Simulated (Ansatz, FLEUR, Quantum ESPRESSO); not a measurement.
# One calculation of TePb, 3 ways

```xyz
2
Lattice="0.0000 3.2310 3.2310 3.2310 0.0000 3.2310 3.2310 3.2310 0.0000" Properties=species:S:1:pos:R:3 pbc="T T T"
Pb    0.0000    0.0000    0.0000
Te    3.2310    3.2310    3.2310
```

Alike in all runs: task equation of state; functional LDA; k mesh 7 × 7 × 7; occupations fermi-dirac, width 0.05 eV; no spin polarisation; no spin-orbit coupling. LDA stands for any of its common fits.

```json
{"program and potentials": "Ansatz, Ansatz PAW", "plane-wave cutoff (eV)": "420", "notes": "potentials made for PBE, which Ansatz adapts in part", "equilibrium volume (Å³/atom)": "32.44", "bulk modulus (GPa)": "48.7"}
{"program and potentials": "Quantum ESPRESSO, PseudoDojo 0.4.1 SR LDA standard", "plane-wave cutoff (eV)": "1088", "notes": "-", "equilibrium volume (Å³/atom)": "32.45", "bulk modulus (GPa)": "48.8"}
{"program and potentials": "FLEUR, all-electron, FLAPW", "plane-wave cutoff (eV)": "-", "notes": "-", "equilibrium volume (Å³/atom)": "32.45", "bulk modulus (GPa)": "48.8"}
```

The equilibrium volume spans 32.44 (Ansatz, Ansatz PAW) to 32.45 Å³/atom (Quantum ESPRESSO, PseudoDojo 0.4.1 SR LDA standard), with all-electron results at 32.45. The bulk modulus spans 48.7 (Ansatz, Ansatz PAW) to 48.8 GPa (Quantum ESPRESSO, PseudoDojo 0.4.1 SR LDA standard), with all-electron results at 48.8.

Differences between rows come from potentials, basis sets and numerical settings, since the functional is the same but for its coding. Runs on potential files found faulty are left out.
